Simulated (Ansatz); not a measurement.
**The bulk modulus of CdSe from a series of volumes**

Reference cell: a COD entry, ions relaxed with PBE at fixed cell.

```xyz
4
Lattice="4.2990 0.0000 0.0000 -2.1495 3.7230 0.0000 0.0000 0.0000 7.0100" Properties=species:S:1:pos:R:3 pbc="T T T"
Cd    0.0000    2.4820    0.0034
Cd    2.1495    1.2410    3.5084
Se    0.0000    2.4820    2.6379
Se    2.1495    1.2410    6.1429
```

Atom numbers follow the list; atoms alike are taken as one site, whose name carries the number of the first.

The numbers come from a DFT calculation in Ansatz (PBE, plane waves and PAW, scalar-relativistic, 420 eV cutoff, Γ-centred 12×12×6 k-points, Fermi–Dirac smearing 0.02 eV).

The cell is scaled uniformly, and the ions relax again at each size.

| V/V₀ | pressure (GPa) | gap on the k-mesh (eV) |
| --- | --- | --- |
| 0.94 | 7.1 | 0.81 |
| 0.96 | 5.6 | 0.76 |
| 0.98 | 4.3 | 0.72 |
| 1.00 | 3.0 | 0.67 |
| 1.02 | 1.9 | 0.63 |
| 1.04 | 0.9 | 0.59 |
| 1.06 | ? | ? |

**Question.** Estimate the row at V/V₀ = 1.06, the equilibrium volume and the bulk modulus.

**Answer.** pressure (GPa): 0.0; gap on the k-mesh (eV): 0.55. Worked: a parabola in ln(V/V₀) through the other 6 rows gives 0.1 GPa there. It crosses zero pressure at V/V₀ = 1.062, the equilibrium volume of this functional, where the bulk modulus is B = −dP/d ln V = 43 GPa. The shape of the cell is held, so in this non-cubic crystal both values are those of uniform scaling, and B is an upper bound to the hydrostatic one. The gap falls as the cell grows, by 0.022 eV per per cent of volume.

PBE gaps are too small, by a third to a half in many semiconductors; their changes with volume are better.
